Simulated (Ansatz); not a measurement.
# AgCl: band gap under strain

Aim: follow the gap of rocksalt AgCl through these states: +4.0 % strain along z alone; -0.5 % biaxial strain in x and y, free along z; -4.0 % equal strain in all directions. The table at the end shows which levels were run.

Program: Ansatz 0.2.0. PAW datasets, plane waves. Computed at 0 K without zero-point motion; spin polarisation is off.

### Step 1. The structure to begin with

The unstrained cell was relaxed with r2SCAN; in each strained cell the atoms were relaxed again with r2SCAN. Names of k-points are those of the unstrained zone, where strain can split equivalent points. First state: +4.0 % strain along z alone.

Space group I4/mmm (No. 139), tetragonal; a = 3.922 Å, c = 5.768 Å in the conventional setting, 22.18 Å³ an atom. Ag has 6 Cl at 2.77–2.88 Å; Cl has 6 Ag at 2.77–2.88 Å.

The structure in full:

```cif
data_structure
_symmetry_space_group_name_H-M 'P 1'
_symmetry_Int_Tables_number 1
_cell_length_a 4.0011
_cell_length_b 4.0011
_cell_length_c 3.9219
_cell_angle_alpha 60.653
_cell_angle_beta 60.653
_cell_angle_gamma 58.695
_cell_volume 44.36
loop_
_atom_site_label
_atom_site_type_symbol
_atom_site_fract_x
_atom_site_fract_y
_atom_site_fract_z
_atom_site_occupancy
Ag1 Ag 0.00000 0.00000 0.00000 1
Cl1 Cl 0.50000 0.50000 0.50000 1
```

From earlier runs on the unstrained cell: PBE 0.91 eV, r2SCAN 1.48 eV, HSE06 2.41 eV; a = 5.546 Å.

### Step 2. +4.0 % strain along z alone: PBE

Input file input.yaml:

```yaml
crystal:
  lattice:
    - [0.0, 2.7731838141, 2.8841111667]
    - [2.7731838141, 0.0, 2.8841111667]
    - [2.7731838141, 2.7731838141, 0.0]
  atoms:
    - { symbol: Ag, position: [0.0, 0.0, 0.0] }
    - { symbol: Cl, position: [0.5, 0.5, 0.5] }
kpoints:
  mp_grid: { grid: [8, 8, 8] }
  band_path:
    path:
      - [0.0, 0.0, 0.0]
      - [0.5, 0.0, 0.5]
      - [0.625, 0.25, 0.625]
      - [0.375, 0.375, 0.75]
      - [0.5, 0.5, 0.5]
      - [0.5, 0.25, 0.75]
      - [0.0375, 0.0375, 0.075]
      - [0.0, 0.0, 0.5]
    npoints: 1
hamiltonian:
  xc: pbe
scf:
  occupations: { method: fermi_dirac, width: 0.02 }
  n_extra_bands: 4
output:
  forces: true
  stress: true
  eigenvalues: true
```

Started as:

```bash
> ansatz run input.yaml --threads 2 --pin off --max-ram 2211MiB --backend cpu --events-out ev --progress --plain --runs-dir out
```

After this run come: +4.0 % strain along z alone: r2SCAN; +4.0 % strain along z alone: HSE06; -0.5 % biaxial strain in x and y, free along z: PBE; -0.5 % biaxial strain in x and y, free along z: r2SCAN; -0.5 % biaxial strain in x and y, free along z: HSE06; -4.0 % equal strain in all directions: PBE; -4.0 % equal strain in all directions: r2SCAN; -4.0 % equal strain in all directions: HSE06.

Before running it: what results should come out?

As calculated:

Least gap in eV (negative: overlap), with the change from the unstrained cell in brackets:

```
                                         state  volume change (%)           PBE        r2SCAN         HSE06
                   +4.0 % strain along z alone               +4.0  0.81 (-0.10)  1.36 (-0.12)  2.30 (-0.11)
-0.5 % biaxial strain in x and y, free along z               -0.5  0.88 (-0.03)  1.44 (-0.04)  2.37 (-0.04)
         -4.0 % equal strain in all directions              -11.5  0.92 (+0.01)  1.51 (+0.03)  2.40 (-0.01)
```

**Reading.** With HSE06, of the states in the table +4.0 % strain along z alone shifts the gap most, by -0.108 eV. PBE and HSE06 differ by 1.50 eV on the unstrained gap, and by at most 0.02 eV on its change.
